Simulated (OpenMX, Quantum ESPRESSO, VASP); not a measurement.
Au: programs and potentials compared

```
Au
1.0
     2.82262    0.00000    0.00000
    -1.41131    2.55593    0.00000
     0.00000    0.00000   29.67951
Au
7
Cartesian
  0.0000 1.7108 7.5000
  1.4113 0.8451 9.9466
  0.0000 1.7108 12.3932
  1.4113 0.8451 14.8398
  0.0000 1.7108 17.2863
  1.4113 0.8451 19.7329
  0.0000 1.7108 22.1795
```

Alike in all runs: functional PBE; k mesh 11 × 11 × 1; occupations fermi-dirac, width 0.05 eV; no spin polarisation; no spin-orbit coupling.

| program and potentials | plane-wave cutoff (eV) | notes | largest force (eV/Å) |
| --- | --- | --- | --- |
| Quantum ESPRESSO, PseudoDojo 0.4.1 SR PBE standard | 1034 | 19 valence electrons an atom on average | 0.143 |
| OpenMX, OpenMX 2013 PBE set, Au7.0-s3p2d2f1, grid cutoff 400 Ry | - | atomic basis; 17 valence electrons an atom on average | 0.170 |
| VASP, PBE PAW files Au, 520 eV | 520 | 11 valence electrons an atom on average | 0.150 |

Force on atom 1 (Au), eV/Å:

```
                                         program and potentials       x      y       z
             Quantum ESPRESSO, PseudoDojo 0.4.1 SR PBE standard   0.000  0.012  -0.142
OpenMX, OpenMX 2013 PBE set, Au7.0-s3p2d2f1, grid cutoff 400 Ry  -0.001  0.017  -0.169
                                 VASP, PBE PAW files Au, 520 eV   0.000  0.012  -0.149
```

Rows in atomic bases carry the error of their basis and grid, which can be large.

Differences between rows come from potentials, basis sets and numerical settings, since the functional is the same but for its coding. Runs on potential files found faulty are left out.
